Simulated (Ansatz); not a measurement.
Crystal: SnSe2.

```xyz
3
Lattice="3.8110 0.0000 0.0000 -1.9055 3.3004 0.0000 0.0000 0.0000 6.1360" Properties=species:S:1:pos:R:3 pbc="T T T"
Sn    0.0000    0.0000    0.0000
Se    1.9055    1.1001    4.6081
Se    0.0000    2.2003    1.5279
```

Program: Ansatz 0.2.0. Alike in all runs: task band structure; potentials or basis Ansatz PAW; no spin polarisation; cell as given; k mesh 4 × 4 × 3; smearing fermi-dirac 0.05 eV; the mesh is coarse, so values aren't converged.

Order these runs on this cell by their band gap on the k mesh, lowest first.
A. level B3LYP; cutoff (eV) 420
B. level r2SCANh; cutoff (eV) 500
C. level r2SCAN0; cutoff (eV) 500

B (1.56 eV), A (1.88 eV), C (2.35 eV).

Caveats: all runs use coarse meshes; spin-orbit coupling is left out, which moves the levels of the heavy elements; the k mesh misses the band edges, so the gap on the mesh is wider than the one along the path (some runs).
